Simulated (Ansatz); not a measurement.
Fe, dhcp: how the functional moves the structure

All rows: Ansatz, plane waves with scalar-relativistic PAW, 420 eV (500 eV for the SCAN forms), relaxed under each functional, no dispersion correction, no zero-point motion. B₀ comes from uniform scaling at fixed shape; a dash is a value not given.

```
functional  V (Å³/atom)                                    cell  B₀ (GPa)                       magnetic state  ΔE to bcc (meV/atom)
    r²SCAN        12.15  a = 2.557 Å, c = 8.588 Å (c/a = 3.359)       171  ferromagnetic, net 2.81 μB per atom                   133
  m-r²SCAN         9.93  a = 2.423 Å, c = 7.805 Å (c/a = 3.221)         -  ferromagnetic, net 0.17 μB per atom                     7
       LDA         9.60  a = 2.397 Å, c = 7.715 Å (c/a = 3.218)       346                    spin not included                   -98
    revPBE        12.28  a = 2.547 Å, c = 8.744 Å (c/a = 3.433)         -  ferromagnetic, net 2.59 μB per atom                   158
      RPBE        12.42  a = 2.558 Å, c = 8.767 Å (c/a = 3.427)         -  ferromagnetic, net 2.62 μB per atom                   150
```

What does PBEsol give?

V (Å³/atom): 9.88; cell: a = 2.419 Å, c = 7.798 Å (c/a = 3.224); magnetic state: ferromagnetic, net 0.22 μB per atom; ΔE to bcc (meV/atom): 32.

m-r²SCAN is r²SCAN on the gauge-invariant kinetic-energy density; without spin polarisation the two are equal.
